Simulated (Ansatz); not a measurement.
# CaF2: the cost of one run

Method: DFT r2SCAN, scalar-relativistic, plane waves, PAW, in Ansatz 0.2.0.

## (1) Starting point

The structure is cubic, space group Fm-3m (No. 225). Conventional cell: a = 5.463 Å, b = 5.463 Å, c = 5.463 Å, α = 90.00°, β = 90.00°, γ = 90.00°. Ca (site symmetry m-3m) is surrounded by 8 F at 2.37 Å. F (site symmetry -43m) has 4 Ca at 2.37 Å as nearest neighbours.

Coordinates:

```cif
data_structure
_symmetry_space_group_name_H-M 'P 1'
_symmetry_Int_Tables_number 1
_cell_length_a 3.8626
_cell_length_b 3.8626
_cell_length_c 9.4613
_cell_angle_alpha 90.000
_cell_angle_beta 90.000
_cell_angle_gamma 60.000
_cell_volume 122.25
loop_
_atom_site_label
_atom_site_type_symbol
_atom_site_fract_x
_atom_site_fract_y
_atom_site_fract_z
_atom_site_occupancy
Ca1 Ca 0.66667 0.66667 0.33333 1
Ca2 Ca 0.00000 0.00000 0.00000 1
Ca3 Ca 0.33333 0.33333 0.66667 1
F1 F 0.66667 0.66667 0.58333 1
F2 F 0.00000 0.00000 0.25000 1
F3 F 0.33333 0.33333 0.91667 1
F4 F 0.66667 0.66667 0.08333 1
F5 F 0.00000 0.00000 0.75000 1
F6 F 0.33333 0.33333 0.41667 1
```

No relaxation comes first: the listed cell is the starting point.

## (2) The reference: the undisturbed cell on the scan's mesh

input.yaml reads:

```yaml
crystal:
  lattice:
    - [2.73125, -2.73125, 0.0]
    - [2.73125, 0.0, -2.73125]
    - [5.4625, 5.4625, 5.4625]
  atoms:
    - { symbol: Ca, position: [0.6666666667, 0.6666666667, 0.3333333333] }
    - { symbol: Ca, position: [0.0, 0.0, 0.0] }
    - { symbol: Ca, position: [0.3333333333, 0.3333333333, 0.6666666667] }
    - { symbol: F, position: [0.6666666667, 0.6666666667, 0.5833333333] }
    - { symbol: F, position: [1.0, 0.0, 0.25] }
    - { symbol: F, position: [0.3333333333, 0.3333333333, 0.9166666667] }
    - { symbol: F, position: [0.6666666667, 0.6666666667, 0.0833333333] }
    - { symbol: F, position: [1.0, 1.0, 0.75] }
    - { symbol: F, position: [0.3333333333, 0.3333333333, 0.4166666667] }
basis:
  ecutwfc: 500
kpoints:
  mp_grid: { grid: [7, 7, 3] }
hamiltonian:
  xc: r2scan
scf:
  occupations: { method: gaussian, width: 0.05 }
output:
  forces: true
  stress: true
  eigenvalues: true
  write_density: true
  write_potential: true
  elf: true
  volumetric_format: npy
```

Launch:

```console
$ ansatz run input.yaml --threads 2 --pin off --max-ram 5120MiB --backend cpu --events-out ev --progress --plain --runs-dir out
```

**Question.** How long does this run take on 2 threads of Oxide Virtual Turin-like (Zen 5), shared host, and how much memory does it need?

About 7.7 s, with a peak of 0.72 GiB.
